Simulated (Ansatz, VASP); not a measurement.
# HgTe in VASP and in Ansatz

```
Hg Te
1.0
     0.00000    2.92150    2.92150
     2.92150    0.00000    2.92150
     2.92150    2.92150    0.00000
Hg Te
1 1
Direct
  0.00000 0.00000 0.00000
  0.50000 0.50000 0.50000
```

Alike in both runs: task electric field gradients; functional PBEsol; k mesh 12 × 12 × 12; occupations fermi-dirac, width 0.08 eV; no spin polarisation.

|  | VASP | Ansatz |
| --- | --- | --- |
| version | VASP 6.6.1 | Ansatz 0.2.0 |
| potentials or method | VASP PAW PBE potentials, release 64 (Hg, Te) | PAW with Ansatz's default frozen-core files, scalar-relativistic |
| plane-wave cutoff (eV) | 520 | 420 |
| valence electrons in the cell | 18 | 36 |

|  | VASP | Ansatz | Ansatz less VASP |
| --- | --- | --- | --- |
| pressure (GPa) | 6.4 | 6.1 | -0.31 |
| Vzz of the field gradient on the site that differs most (V/Å²) | 0.0 | 0.0 | 0.00 |

The functional is the same, so the differences come from potentials, cutoffs and numerics. The two sets of potentials don't hold the same shells in valence. Ansatz warned: «gradients_without_spin_orbit».

Caveats: the PAW data sets were made with another functional, which shifts forces and pressure a little (VASP). Spin-orbit coupling is left out, which matters for the levels of Hg, Te.
